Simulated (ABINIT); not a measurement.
A calculation with ABINIT 10.8.3 (patched build) of SiO2 (ASE script, Cartesian positions):

The input run.py:

```python
import json, os
import numpy as np
from ase.units import GPa
from ase.calculators.abinit import Abinit, AbinitProfile
from ase.io import read

atoms = read('SiO2.xyz')

profile = AbinitProfile(command='mpirun --bind-to none -np 4 abinit', pp_paths=[os.path.abspath('pseudos')])
params = dict(
    pps='pawxml', xc='PBE',
    ecut=625.8619,
    pawecutdg=1224.5124,
    pawxcdev=0,
    pawovlp=30,
    kptopt=1,
    ngkpt=[6, 6, 5],
    nshiftk=1,
    shiftk=[0.0, 0.0, 0.0],
    ixc=11,
    nband=30,
    occopt=3,
    tsmear=0.05,
    nstep=100,
    tolvrs=1e-09,
    prtwf=0,
    prtden=0,
)

atoms.calc = Abinit(profile=profile, directory='run', **params)
energy = atoms.get_potential_energy()
forces = atoms.get_forces()
stress = atoms.get_stress()
print(f'energy {energy:.6f} eV')
print('forces (eV/A)')
print(np.round(forces, 5))
print('stress (GPa, Voigt, tension positive)', np.round(stress / GPa, 4))
json.dump(dict(energy=energy, forces=forces.tolist(), stress=stress.tolist(), cell=atoms.cell.tolist(), frac=atoms.get_scaled_positions(wrap=False).tolist()), open('results.json', 'w'))
```

Contents of SiO2.xyz:

```xyz
9
Lattice="5.0605222284 0.0000000000 0.0000000000 -2.5302611142 4.3825408062 0.0000000000 0.0000000000 0.0000000000 5.5413533100" Properties=species:S:1:pos:R:3 pbc="T T T"
Si     2.5302611142      0.0000000000      0.0000000000
Si     1.2651305571      2.1912704031      3.6942355402
Si    -1.2651305571      2.1912704031      1.8471177698
O     -0.9467829464      3.4683192598      0.9235588852
O      0.0000000000      1.8284430928      2.7706766550
O      1.5834781678      0.9142215464      4.6177944248
O      3.4770440606      0.9142215464      0.9235588852
O      2.5302611142      2.5540977134      2.7706766550
O      0.9467829464      3.4683192598      4.6177944248
```

Potentials or basis: JTH PAW PBE v2.0.

Run with:

```bash
$ python run.py
```

The cell comes from a database or a generator and needn't be the stable form of this composition.

Task: Write the same calculation in another form: native input, structure from a POSCAR.

Result: As run:

The input run.abi:

```
pp_dirpath "./"
pseudos "Si.GGA_PBE-JTH.xml, O.GGA_PBE-JTH.xml"

structure "poscar:POSCAR"
natom 9

ecut 23.0
pawecutdg 45.0
pawxcdev 0
pawovlp 30

kptopt 1
ngkpt 6 6 5
nshiftk 1
shiftk 0.0 0.0 0.0

ixc 11

nband 30
occopt 3
tsmear 0.05 eV

nstep 100
tolvrs 1.0e-9

iomode 3
prtwf 0
prteig 0
prtebands 0
enunit 2
prtden 1
prtvha 1
prtvclmb 1
prtpot 1
```

POSCAR

```
SiO2
1.0
    5.0605222284      0.0000000000      0.0000000000
   -2.5302611142      4.3825408062      0.0000000000
    0.0000000000      0.0000000000      5.5413533100
Si O
3 6
Direct
    0.5000000000      0.0000000000      0.0000000000  Si
    0.5000000000      0.5000000000      0.6666666667  Si
    0.0000000000      0.5000000000      0.3333333333  Si
    0.2086053700      0.7913946300      0.1666666667  O
    0.2086053700      0.4172107400      0.5000000000  O
    0.4172107400      0.2086053700      0.8333333333  O
    0.7913946300      0.2086053700      0.1666666667  O
    0.7913946300      0.5827892600      0.5000000000  O
    0.5827892600      0.7913946300      0.8333333333  O
```

Potentials or basis: JTH PAW PBE v2.0.

Launch:

```console
$ mpirun --bind-to none -np 4 abinit run.abi > log 2>&1
```

Both were run:

|  | ASE script, Cartesian positions | native input, structure from a POSCAR |
| --- | --- | --- |
| Pressure | 3.1 GPa | 3.1 GPa |
| Largest force | 0.140 eV/Å | 0.140 eV/Å |
| Band gap on the k mesh | 5.70 eV, indirect (least direct gap 5.89 eV) | 5.70 eV, indirect (least direct gap 5.89 eV) |

Keys that steer only the numerical path or the files written may differ.

Caveat: an odd mesh through Γ misses points on the zone boundary, where band edges often lie; the atomic spheres overlap.
